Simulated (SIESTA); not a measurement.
The system is SnO2.

```
CELL_PARAMETERS angstrom
5.17526 0.00000 0.00000
0.00000 5.17526 0.00000
0.00000 0.00000 5.17526
ATOMIC_POSITIONS crystal
Sn 0.00000 0.00000 0.00000
Sn 0.50000 0.00000 0.50000
Sn 0.50000 0.50000 0.00000
Sn 0.00000 0.50000 0.50000
O 0.66110 0.83890 0.16110
O 0.83890 0.16110 0.66110
O 0.16110 0.66110 0.83890
O 0.33890 0.33890 0.33890
O 0.66110 0.66110 0.66110
O 0.83890 0.33890 0.16110
O 0.16110 0.83890 0.33890
O 0.33890 0.16110 0.83890
```

Measurements of this composition are mostly on another form, of space group No. 136.

Base run:

| Item | Value |
| --- | --- |
| Program | SIESTA 5.4.2 |
| Functional | LDA |
| Potentials or basis | PseudoDojo 0.4 standard (LDA files) |
| Basis | DZP (energy shift 0.003 Ry; two zetas on semicore shells) |
| Grid cutoff | 800 Ry |
| Energy shift | 0.003 Ry |
| k mesh | 4 × 4 × 4 |
| Occupations | fermi-dirac, width 0.05 eV |
| Spin | no spin polarisation |

Its results: band gap on the k mesh 0.36 eV, indirect (least direct gap 0.40 eV); pressure -7.7 GPa; largest force 0.034 eV/Å.

The run is repeated on the same cell with these changes: functional from LDA to PBEsol; potentials or basis from PseudoDojo 0.4 standard (LDA files) to PseudoDojo 0.4 standard (PBEsol files). What comes out?

Band gap on the k mesh 0.37 eV, indirect (least direct gap 0.41 eV); pressure -2.0 GPa; largest force 0.016 eV/Å.

Caveats: spin-orbit coupling is left out, which moves the levels of the heavy elements; the basis of atomic orbitals isn't converged, which shifts pressures, moduli and gaps.

A k mesh can miss the band edges.
